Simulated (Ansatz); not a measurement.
## What pressure 5 GPa does to Li3N

The parent structure is Li3N (space group P6/mmm, No. 191; a = 3.6071 Å, c = 3.8446 Å).

The change: cell and atoms relaxed at a pressure of 5 GPa.

All numbers come from PBEsol (Ansatz, a first-principles code), scalar-relativistic without spin-orbit coupling. Settings: 11×11×9 k-points, 0.05 eV Fermi–Dirac smearing.

The volume per atom drops by 0.82 Å³ (10.83 Å³ → 10.01 Å³) and the lattice parameter a decreases by 0.0926 Å, from 3.607 Å to 3.515 Å. The shortest interatomic distance falls by 0.051 Å to 1.871 Å and the enthalpy H = E + PV relative to the base's energy is +0.32 eV/atom. The band gap drops by 0.011 eV to 1.07 eV and the gap character changes from indirect, A → Γ to indirect, A → L. The smallest direct gap increases by 0.24 eV (1.29 eV → 1.53 eV).

Final structure:

```yaml
crystal:
  lattice:
    - [3.51451, 0.00000, 0.00000]
    - [-1.75726, 3.04366, 0.00000]
    - [0.00000, 0.00000, 3.74268]
  atoms:
    - { symbol: Li, position: [0.00000, 0.00000, 0.50000] }
    - { symbol: Li, position: [0.33333, 0.66667, 0.00000] }
    - { symbol: Li, position: [0.66667, 0.33333, 0.00000] }
    - { symbol: N, position: [0.00000, 0.00000, 0.00000] }
```

Cost of the whole job for the changed cell (relaxation, final SCF and bands): very roughly 30 core-seconds.

Load acts through the strain it causes; cell and atoms are relaxed under it. Whether these cells are dynamically stable was not tested. No other phases were tried under pressure.
